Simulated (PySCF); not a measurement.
**Static response to an electric field**

Compound: acetone, C3H6O.
Geometry (GFN2-xTB, Å), atoms numbered from 1 in this order:
```
atom  x, y, z in Å
C1     1.268   -0.146   -0.092
C2    -0.030    0.607   -0.255
C3    -1.249   -0.148    0.214
O4    -0.088    1.714   -0.723
H5     1.500   -0.226    0.969
H6     1.175   -1.152   -0.494
H7     2.076    0.382   -0.591
H8    -2.099    0.524    0.298
H9    -1.059   -0.633    1.168
H10   -1.485   -0.920   -0.517
```

Level: wB97X-D/def2-SVPD (PySCF), static field, nuclei fixed, core orbitals frozen in the response. The polarisability tensor in these axes (au):

```
x   43.65 -0.44 -0.86
y   -0.44 43.26 -4.18
z   -0.86 -4.18 35.11
```

Question: Give the principal values, the mean and the anisotropy Δα = √{½[(α1 − α2)² + (α2 − α3)² + (α1 − α3)²]}.

Answer: Principal values 33.26, 43.74 and 45.03 au; mean 40.67 au = 6.03 Å³ = 6.71 × 10⁻⁴⁰ C²·m²/J; Δα = 11.18 au (27 % of the mean).

Question: What is the dipole moment, and where does it point?

Answer: (0.15, -2.91, 1.22) D, 3.16 D in size, pointing from the negative to the positive side. Measured along this direction, the outermost atoms are O4 at the negative end and H9 and H6 at the positive end.

Question: Sum over states: ᾱ = Σ f/ω², ω in Eh. What share falls to these 8 lowest TDDFT singlets (eV, f)? 4.55, 0.0000; 7.25, 0.0316; 8.61, 0.0242; 8.76, 0.0030; 8.77, 0.0003; 9.09, 0.0006; 9.12, 0.0015; 9.21, 0.0488.

Answer: They add up to 1.16 au, 2.9 % of the 40.67 au; the largest single term is 0.44 au, from the state at 7.25 eV. Terms in order: 0.00, 0.44, 0.24, 0.03, 0.00, 0.01, 0.01, 0.43 au. Higher excitations give the rest. The strengths listed sum to 0.110.

Question: What would n − 1 = 2πNα be for an ideal gas of these molecules at 500 K and 1 atm, electronic part alone?

Answer: N = p/kT = 1.4678 × 10¹⁹ cm⁻³, so n − 1 = 2π × N × 6.03 × 10⁻²⁴ cm³ = 556 × 10⁻⁶ at long wavelengths, for an ideal gas.

Question: What are the principal values of the traceless quadrupole moment, Θ = ½Σq(3rr − r²1), about the centre of nuclear charge?

Answer: -5.38, 2.25, 3.14 D·Å. The values depend on the origin, since the dipole doesn't vanish. The electronic extent ⟨r²⟩ about the same centre is 290 bohr², a root-mean-square distance of 1.59 Å for the 32 electrons.

Geometry: GFN2-xTB; no solvent, vibrations or thermal averaging.

wB97X-D is run here without its empirical dispersion term; that term would change no orbital, density or response property at a fixed geometry.
